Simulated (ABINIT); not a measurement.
MgB2:

```xyz
3
Lattice="3.0850 0.0000 0.0000 -1.5425 2.6717 0.0000 0.0000 0.0000 3.5230" Properties=species:S:1:pos:R:3 pbc="T T T"
Mg    0.0000    0.0000    0.0000
B     1.5425    0.8906    1.7615
B     0.0000    1.7811    1.7615
```

Base run:

| Item | Value |
| --- | --- |
| Program | ABINIT 10.8.3 (patched build) |
| Functional | PBE |
| Potentials or basis | PseudoDojo NC SR PBE v0.4.1 standard |
| Cutoff | 1088 eV |
| k mesh | 8 × 8 × 6 |
| Occupations | fermi-dirac, width 0.05 eV |
| Spin | no spin polarisation |

Its results: band gap on the k mesh none (metal or under the smearing width); pressure -1.0 GPa.

Problem. After a change of settings the same cell gave: band gap on the k mesh none (metal or under the smearing width); pressure -1.6 GPa. Which change was it?
A. functional from PBE to LDA; potentials or basis from PseudoDojo NC SR PBE v0.4.1 standard to PseudoDojo NC SR LDA v0.4.1 standard
B. functional from PBE to PBEsol; potentials or basis from PseudoDojo NC SR PBE v0.4.1 standard to PseudoDojo NC SR PBEsol v0.4.1 standard; cutoff from 1088 eV to 1034 eV
C. potentials or basis from PseudoDojo NC SR PBE v0.4.1 standard to PseudoDojo NC SR PBE v0.5 standard; cutoff from 1088 eV to 1034 eV

Solution. C.
